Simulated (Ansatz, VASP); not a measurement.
One calculation of Ba, two programs

```
CELL_PARAMETERS angstrom
0.00000 5.29395 5.29395
5.29395 0.00000 5.29395
5.29395 5.29395 0.00000
ATOMIC_POSITIONS crystal
Ba 0.12500 0.12500 0.12500
Ba 0.87500 0.87500 0.87500
```

Alike in both runs: task single point; functional BLYP; k mesh 6 × 6 × 6; occupations fermi-dirac, width 0.1 eV; no spin polarisation.

```csv
,VASP,Ansatz
version,VASP 6.6.1,Ansatz 0.2.0
potentials or method,"VASP PAW PBE potentials, release 64 (Ba_sv)","plane waves (420 eV) with PAW, scalar-relativistic"
plane-wave cutoff (eV),520,420
valence electrons in the cell,20,20
```

|  | VASP | Ansatz | Ansatz less VASP |
| --- | --- | --- | --- |
| pressure (GPa) | 0.1 | 0.1 | 0.00 |

Caveats: the PAW data sets were made with another functional, which shifts forces and pressure a little (VASP). Spin-orbit coupling is left out, which matters for the levels of Ba.
